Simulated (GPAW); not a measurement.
# InSe (R3m) in GPAW: equation of state

How stiff is InSe in PBEsol, and what volume does it want? The cell is scaled to several volumes.

Program: GPAW 26.7.0. These are calculated values, not measurements. Logs are shortened: lines on timing, memory, paths and dates and some standing lists are left out, and cuts for length are marked. The log counts tension as positive stress, the text compression.

## (1) The structure

Symmetry: R3m, No. 160, trigonal system. The conventional cell has a = 4.000 Å, b = 4.000 Å, c = 25.320 Å, α = 90.00°, β = 90.00°, γ = 120.00°. Around In (site symmetry 3m) lie 3 Se at 2.63 Å and 1 In at 2.82 Å. Around In (site symmetry 3m) lie 3 Se at 2.64 Å and 1 In at 2.82 Å. Se (site symmetry 3m) is surrounded by 3 In at 2.63 Å. Se (site symmetry 3m) is surrounded by 3 In at 2.64 Å.

## (2) Equation of state, PBEsol

run.py reads:

```python
from ase import Atoms
from ase.eos import EquationOfState
from ase.io import Trajectory
from ase.units import GPa
from ase.parallel import parprint
from gpaw import GPAW, PW, setup_paths

setup_paths.insert(0, '.')

atoms = Atoms(['In', 'In', 'Se', 'Se'],
              cell=[[2.0, 1.1547005384, 8.44],
                    [-2.0, 1.1547005384, 8.44],
                    [0.0, -2.3094010768, 8.44]],
              scaled_positions=[[0.8886, 0.8886, 0.8886],
                                [0.0, 0.0, 0.0],
                                [0.1719, 0.1719, 0.1719],
                                [0.3835, 0.3835, 0.3835]],
              pbc=True)

traj = Trajectory('eos.traj', 'w')
volumes, energies = [], []
for x in [0.94, 0.96, 0.98, 1.0, 1.02, 1.04, 1.06]:
    a = atoms.copy()
    a.set_cell(atoms.cell * x**(1 / 3), scale_atoms=True)
    calc = GPAW(mode=PW(600),
                xc='PBEsol',
                kpts={'size': (8, 8, 8), 'gamma': True},
                occupations={'name': 'fermi-dirac', 'width': 0.05},
                nbands=32,
                convergence={'density': 1e-05, 'energy': 1e-05},
                maxiter=150,
                txt=f'eos-{x:.2f}.txt')
    a.calc = calc
    energies.append(a.get_potential_energy(force_consistent=True))
    volumes.append(a.get_volume())
    p = -a.get_stress()[:3].mean() / GPa
    calc.write(f'eos-{x:.2f}.gpw')
    traj.write(a)
    parprint(f'{x:.2f} {volumes[-1]:10.4f} A^3 {energies[-1]:14.6f} eV {p:9.3f} GPa', flush=True)

v0, e0, B = EquationOfState(volumes, energies, eos='birchmurnaghan').fit()
parprint(f'V0 = {v0:.4f} A^3, E0 = {e0:.6f} eV, B0 = {B / GPa:.2f} GPa')
```

Potentials or basis: PAW data sets generated in the run's folder for this functional, pw.

Launch:

```sh
> gpaw-setup -f PBEsol In Se
> OMP_NUM_THREADS=1 mpirun -n 4 gpaw python run.py
```

Output:

```text
__  _  _
 | _ |_)|_||  |
 |__||  | ||/\| - 26.7.0

Input parameters:
  mode=PW(ecut=600.0),
  convergence={'density': 1e-05, 'energy': 1e-05},
  kpts=MonkhorstPack(size=(8, 8, 8), gamma=True),
  maxiter=150,
  nbands=32,
  occupations=Occupations(name='fermi-dirac', width=0.05),
  xc=XC(name='PBEsol')

Diagonalizing LCAO Hamiltonian
Converting LCAO to pw mode

       In

       Se

       Se

       In

Atoms  # Å, Bohr magnetons
|   | symbol |        x |         y |         z |    initial magnetic moments |
|---|--------|----------|-----------|-----------|-----------------------------|
| 0 |     In | 0.000000 | -0.000000 | 22.040053 | ( 0.0000,  0.0000,  0.0000) |
| 1 |     In | 0.000000 |  0.000000 |  0.000000 | ( 0.0000,  0.0000,  0.0000) |
| 2 |     Se | 0.000000 | -0.000000 |  4.263656 | ( 0.0000,  0.0000,  0.0000) |
| 3 |     Se | 0.000000 | -0.000000 |  9.511997 | ( 0.0000,  0.0000,  0.0000) |

Unit cell  # Å
| periodic |         x |         y |        z |  lengths |    angles |
|----------|-----------|-----------|----------|----------|-----------|
|      yes |  1.959172 |  1.131129 | 8.267707 | 8.571627 | 26.425182 |
|      yes | -1.959172 |  1.131129 | 8.267707 | 8.571627 | 26.425182 |
|      yes |  0.000000 | -2.262257 | 8.267707 | 8.571627 | 26.425182 |

Number of symmetries: 6
Symmetry operations  # r_c * U_cc + t_c -> r_c
|   | kind |            matrix            |
|---|------|------------------------------|
| 0 |  E   |  1, 0, 0,  0, 1, 0,  0, 0, 1 |
| 1 |  σ   |  1, 0, 0,  0, 0, 1,  0, 1, 0 |
| 2 |  σ   |  0, 1, 0,  1, 0, 0,  0, 0, 1 |
| 3 |  C3  |  0, 1, 0,  0, 0, 1,  1, 0, 0 |
| 4 |  C3  |  0, 0, 1,  1, 0, 0,  0, 1, 0 |
| 5 |  σ   |  0, 0, 1,  0, 1, 0,  1, 0, 0 |

BZ-sampling:
  Number of BZ points: 512
  Number of IBZ points: 65

  Monkhorst-Pack size: [8, 8, 8]
  Monkhorst-Pack shift: [0.0625, 0.0625, 0.0625]

K-points  # in reciprocal-cell coordinates
|     |                                coordinates |     weight |
|-----|--------------------------------------------|------------|
|   0 | (  0.00000000,   0.00000000,   0.00000000) | 0.00195312 |
|   1 | (  0.12500000,   0.00000000,  -0.12500000) | 0.01171875 |
|   2 | (  0.12500000,   0.00000000,   0.00000000) | 0.01171875 |
|   3 | (  0.12500000,   0.12500000,  -0.12500000) | 0.01171875 |
|   4 | (  0.12500000,   0.12500000,   0.00000000) | 0.01171875 |
|   5 | (  0.12500000,   0.12500000,   0.12500000) | 0.00390625 |
|   6 | (  0.25000000,  -0.12500000,  -0.12500000) | 0.01171875 |
|   7 | (  0.25000000,   0.00000000,  -0.25000000) | 0.01171875 |
|   8 | (  0.25000000,   0.00000000,  -0.12500000) | 0.02343750 |
|   9 | (  0.25000000,   0.00000000,   0.00000000) | 0.01171875 |
| ... |                                            |            |
|  64 | (  0.50000000,   0.50000000,   0.50000000) | 0.00195312 |

Plane wave coefficients: 3694
Cutoff: 600.0 eV

Spin-components: 1 (collinear spins)
Bands:           32
Projectors:      22
Spin-degeneracy: 2
Datatype:        complex128

Parallelization:
  kpt:    4
  domain: 1
  band:   1

Density:
  Valence electrons: 38.0
  Components: 1
  Grid points: [49 49 49]
  Charge: 0.0  # |e|

Potential:
  Grid points: [49 49 49]

species:
  In:
    name:    Indium
    Z:       49.0
    valence: 13
    core:    36
    charge:  0.0  # [|e|]
    compensation charges:
      type: gauss
      rc: 0.36  # [Å]
      lmax: 2
    cutoffs:
      filter: 2.09  # [Å]
      core: 2.48  # [Å]
    projectors
    | kind |    occ | energy [eV] | rcut [Å] |
    |------|--------|-------------|----------|
    |   5s |  2.000 |      -8.248 |    1.185 |
    |   5p |  1.000 |      -2.521 |    1.244 |
    |   4d | 10.000 |     -18.596 |    1.148 |
    |    s |        |      18.964 |    1.185 |
    |    p |        |      24.691 |    1.244 |
    |    d |        |       8.615 |    1.148 |

    Using partial waves for In as LCAO basis

  Se:
    name:    Selenium
    Z:       34.0
    valence: 6
    core:    28
    charge:  0.0  # [|e|]
    compensation charges:
      type: gauss
      rc: 0.27  # [Å]
      lmax: 2
    cutoffs:
      filter: 1.77  # [Å]
      core: 2.67  # [Å]
    projectors
    | kind |    occ | energy [eV] | rcut [Å] |
    |------|--------|-------------|----------|
    |   4s |  2.000 |     -17.281 |    0.847 |
    |   4p |  4.000 |      -6.511 |    1.005 |
    |    s |        |       9.930 |    0.847 |
    |    p |        |      20.700 |    1.005 |
    |    d |        |       0.000 |    0.847 |

    Using partial waves for Se as LCAO basis

Reference energy: -451921.881656  # eV

eigensolver:
[... 26 lines left out ...]
convergence criteria:
- Maximum integral of absolute [dens]ity change: 1e-05 electrons / valence electron
- Maximum [total energy] change in last 3 cyles: 1e-05 eV / valence electron
- Maximum integral of absolute [eigenst]ate change: 4e-08 eV^2 / valence electron
maximum number of iterations: 150

SCF iterations
|iter     | |      energy | eigst |  dens |
|---------|-|-------------|-------|-------|
|iter:   1| |  -16.310613 | -0.27 |       |
|iter:   2| |  -16.238023 | -2.16 | -1.26 |
|iter:   3| |  -16.007647 | -1.96 | -1.30 |
|iter:   4| |  -15.970046 | -2.85 | -1.70 |
|iter:   5| |  -15.967279 | -3.65 | -2.18 |
|iter:   6| |  -15.966700 | -4.39 | -2.54 |
|iter:   7| |  -15.966722 | -5.49 | -3.26 |
|iter:   8| |  -15.966724c| -6.75 | -3.89 |
|iter:   9| |  -15.966724c| -7.88c| -4.59 |
|iter:  10| |  -15.966724c| -8.09c| -4.96 |
|iter:  11| |  -15.966724c| -8.48c| -5.45c|

Converged in 11 steps
Energy contributions relative to reference atoms: (reference = -451921.881656)

Energy contributions:
  Kinetic:          49.982735
  Coulomb:         -45.994833
  Zero:              0.245389
  External:          0.000000
  Xc:              -20.200005
  Entropy:          -0.000020
  Spinorbit:         0.000000
  ----------------------------
  Free energy:     -15.966734
  Extrapolated:    -15.966724

dipole moment: (0.000000, 0.000000, -67.294326)  # |e|*Ang

Fermi level: 5.512
Eigenvalues  # (at kpt = [0.000, 0.000, 0.000])
| band index |      eig [eV] | occ [0-2] |
|------------|---------------|-----------|
|          0 |        -9.574 |     2.000 |
|        ... |               |           |
|         11 |        -8.182 |     2.000 |
|         12 |        -1.388 |     2.000 |
|         13 |         1.754 |     2.000 |
|         14 |         3.548 |     2.000 |
|         15 |         3.859 |     2.000 |
|         16 |         3.859 |     2.000 |
[... 8 lines left out ...]
|         25 |        10.744 |     0.000 |
|         26 |        12.919 |     0.000 |
|        ... |               |           |
|         31 |        15.159 |     0.000 |

Gap: 0.505 eV
Transition (v -> c):
  (s=0, k=64, n=18, [0.50, 0.50, 0.50]) -> (s=0, k=64, n=19, [0.50, 0.50, 0.50])
No difference between direct/indirect transitions

Stress tensor  # eV/Ang^3
|         x |         y |         z |
|-----------|-----------|-----------|
| -0.025396 | -0.000000 | -0.000000 |
| -0.000000 | -0.025396 |  0.000000 |
| -0.000000 |  0.000000 | -0.016215 |

# Writing to eos-0.94.gpw (mode='')
```

stdout:

```text
<dir> UserWarning: The angles between your unit-cell vectors are 26.4, 26.4 and 26.4 degrees.  Results may be wrong!  Please Niggli-reduce your unit-cell so that the angles are closer to 90 degrees:

  from ase.build import niggli_reduce
  niggli_reduce(atoms)

  warnings.warn(
<dir> UserWarning: The angles between your unit-cell vectors are 26.4, 26.4 and 26.4 degrees.  Results may be wrong!  Please Niggli-reduce your unit-cell so that the angles are closer to 90 degrees:

  from ase.build import niggli_reduce
  niggli_reduce(atoms)

  warnings.warn(
<dir> UserWarning: The angles between your unit-cell vectors are 26.4, 26.4 and 26.4 degrees.  Results may be wrong!  Please Niggli-reduce your unit-cell so that the angles are closer to 90 degrees:

  from ase.build import niggli_reduce
  niggli_reduce(atoms)

  warnings.warn(
<dir> UserWarning: The angles between your unit-cell vectors are 26.4, 26.4 and 26.4 degrees.  Results may be wrong!  Please Niggli-reduce your unit-cell so that the angles are closer to 90 degrees:

  from ase.build import niggli_reduce
  niggli_reduce(atoms)

  warnings.warn(
0.94   109.9312 A^3     -15.966734 eV     3.579 GPa
0.96   112.2701 A^3     -16.009418 eV     2.224 GPa
0.98   114.6091 A^3     -16.033407 eV     1.017 GPa
1.00   116.9481 A^3     -16.040759 eV    -0.059 GPa
1.02   119.2870 A^3     -16.033248 eV    -1.018 GPa
1.04   121.6260 A^3     -16.012453 eV    -1.873 GPa
1.06   123.9650 A^3     -15.979919 eV    -2.633 GPa
V0 = 116.8891 A^3, E0 = -16.040755 eV, B0 = 50.93 GPa
```

eos-0.96.txt:

```text
SCF iterations
|iter     | |      energy | eigst |  dens |
|---------|-|-------------|-------|-------|
|iter:   1| |  -16.354157 | -0.28 |       |
|iter:   2| |  -16.279283 | -2.17 | -1.26 |
|iter:   3| |  -16.049414 | -1.97 | -1.30 |
|iter:   4| |  -16.012117 | -2.87 | -1.69 |
|iter:   5| |  -16.010008 | -3.69 | -2.19 |
[... 46 lines left out ...]
|        ... |               |           |
|         31 |        14.882 |     0.000 |

Gap: 0.445 eV
Transition (v -> c):
  (s=0, k=64, n=18, [0.50, 0.50, 0.50]) -> (s=0, k=64, n=19, [0.50, 0.50, 0.50])
No difference between direct/indirect transitions

Stress tensor  # eV/Ang^3
|         x |         y |         z |
|-----------|-----------|-----------|
| -0.016575 |  0.000000 |  0.000000 |
|  0.000000 | -0.016575 | -0.000000 |
|  0.000000 | -0.000000 | -0.008497 |

# Writing to eos-0.96.gpw (mode='')
```

Wall time 19 min (4 MPI ranks of Arm Neoverse V1, shared host); peak memory 0.92 GiB.

Results:

```
Equilibrium volume                        : 29.22 Å³/atom
Bulk modulus at fixed shape and positions : 51 GPa
Pressure derivative of the bulk modulus   : 4.7
```

Energy against volume, from the lowest point:
| volume (Å³/atom) | energy (meV/atom) |
| --- | --- |
| 27.483 | 18.51 |
| 28.068 | 7.84 |
| 28.652 | 1.84 |
| 29.237 | 0.00 |
| 29.822 | 1.88 |
| 30.406 | 7.08 |
| 30.991 | 15.21 |

Caveat: the cell was scaled at fixed shape and fractional positions, which overstates the stiffness of a crystal with free parameters, most of all of layers and chains; the program warned that so skewed a cell can give wrong results.
